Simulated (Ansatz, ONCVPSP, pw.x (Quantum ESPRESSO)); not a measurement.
**tungsten: one change to the ONCV potential, in the atom and in the fcc crystal**

W (Z = 74), optimised norm-conserving Vanderbilt (ONCV), made with ONCVPSP 4.0.1.1 (patched build) (PBE, scalar-relativistic). Core [Kr] 4d10 4f14, reference 5s2 5p6 5d4 6s1.75 (charge +0.25). Waves: 5s+6s: rc 1.60 bohr, ncon 4, nbas 8, qcut 9.2 1/bohr, 2 projectors; 5p: rc 1.50 bohr, ncon 4, nbas 7, qcut 9.1 1/bohr, 1 projector; 5d: rc 1.70 bohr, ncon 3, nbas 6, qcut 6.1 1/bohr, 2 projectors, debl 2.2 Ha. Local part: polynomial inside 1.00 bohr (lpopt 4, dvloc0 1 Ha). Core correction: Teter function, parameters optimised by the program.

Change: local potential polynomial inside 0.82 bohr (lpopt 4, dvloc0 1 Ha).

Cutoffs, loose and tight: the cutoffs (Ha) at which the residual kinetic energy of the hardest occupied pseudo-wave falls to 1 and 0.1 mHa per electron. They do not see the model core or the augmentation charge, which bear on the density cutoff. Test errors are all-electron minus pseudo excitation energies from the reference, over the configurations 5s2 5p6 5d4 6s2; 5s2 5p6 5d4 6s1; 5s2 5p6 5d4 6s0; 5s2 5p6 5d5 6s0; variants that change the core or the reference have their own tests.

Crystal test: fcc W in pw.x 7.5, no spin, 14³ k-points, Fermi–Dirac smearing 0.01 Ry, cutoffs set for each file from its atomic test. The reference is all-electron LAPW (Ansatz 0.2.0) with the same functional, mesh and smearing; V0 and B0 come from Birch–Murnaghan fits to the pressures at five volumes. Errors are pseudo minus all-electron; Δ is the rms difference of the E(V) curves that follow from these fits, minima aligned, over ±6 % about the mean V0. Mesh and smearing are coarse, so the numbers serve the comparison and aren't converged zero-temperature values; the lattice is a test structure that the element need not adopt.

All-electron: a0 = 4.039 Å (V0 = 16.47 Å³/atom), B0 = 280.9 GPa.

Does the change bring the crystal closer to the all-electron result?

The mean pressure error goes from -4.72 to -6.24 GPa, so the change moves the solid further from the all-electron pressures. At 80 % of its cutoff the pressure of the base moves by -4.74 GPa.

```csv
quantity,base,changed
outcome (atom),generated,generated
"cutoff, loose (atom)",29 Ha,29 Ha
"cutoff, tight (atom)",34 Ha,34 Ha
bound ghosts (atom),none,s
largest test error (meV) (atom),-11,-10
cutoffs in pw.x (Ry),80/320,80/320
a0 (Å),4.016,4.009
a0 error (%),-0.56,-0.74
B0 error (%),+1.9,+3.3
Δ (meV/atom),17.1,22.7
mean pressure error (GPa),-4.72,-6.24
```

Base: This is a poor potential for the solid. Changed file: This is a poor potential for the solid. Note: ghosts flagged at negative energy: s at -19.5 eV; GHOST(+) flagged for p at 64.2 eV. A true bound ghost makes a file unfit for plane-wave use.
